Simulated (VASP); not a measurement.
Wanted: the native input for a VASP 6.6.1 run.

```
Task                   : band structure
Functional             : r2SCAN
Dispersion             : rVV10
Potentials or basis    : VASP PAW PBE potentials, release 64 (Pd)
Cutoff                 : 520 eV
k mesh                 : 16 × 16 × 16
Occupations            : methfessel-paxton, width 0.1 eV
Spin                   : no spin polarisation
Further INCAR settings : ALGO = Normal; EDIFF = 1e-06; NBANDS = 11
```

The structure of Pd lies in POSCAR:

```
Pd                                      
1.0
    0.0000000000      1.9486626580      1.9486626580
    1.9486626580      0.0000000000      1.9486626580
    1.9486626580      1.9486626580     -0.0000000000
  Pd            
     1
Direct
     0.0000000000000000    0.0000000000000000    0.0000000000000000
```

The input as run:

INCAR

```
PREC = Accurate
ENCUT = 520
EDIFF = 1E-6
ISMEAR = 1
SIGMA = 0.1
LREAL = False
LASPH = True
NELM = 80
ALGO = Normal
ISIF = 2
LWAVE = False
LCHARG = False
LMAXMIX = 4
METAGGA = R2SCAN
LMIXTAU = True
LUSE_VDW = True
IVDW_NL = 2
BPARAM = 11.95
CPARAM = 0.0093
NBANDS = 11
ICORELEVEL = 1
```

KPOINTS

```
Automatic mesh
0
Gamma
  16 16 16
```

KPOINTS_OPT

```
explicit points
206
Reciprocal
 0.0000000000  0.0000000000  0.0000000000 1
 0.0263157895  0.0000000000  0.0263157895 1
 0.0526315789  0.0000000000  0.0526315789 1
 0.0789473684  0.0000000000  0.0789473684 1
 0.1052631579  0.0000000000  0.1052631579 1
 0.1315789474  0.0000000000  0.1315789474 1
[... 198 lines left out ...]
 0.5000000000  0.2500000000  0.7500000000 1
 0.5000000000  0.0000000000  0.5000000000 1
```

Potentials or basis: VASP PAW PBE potentials, release 64 (Pd).

Run with:

```console
$ cat potpaw_PBE.64/Pd/POTCAR > POTCAR
$ mpirun -np 1 vasp_std > vasp.out
```

Results of the run:

```yaml
Pressure: 0.0 GPa
Band_gap_along_the_path: none (metal or under the smearing width)
```

Caveat: the PAW data sets were made with another functional, which shifts forces and pressure a little.

Wall time 63 s on 1 thread of Intel(R) Xeon(R) 6975P-C (Granite Rapids), with other jobs on the host, peak memory 0.19 GiB.
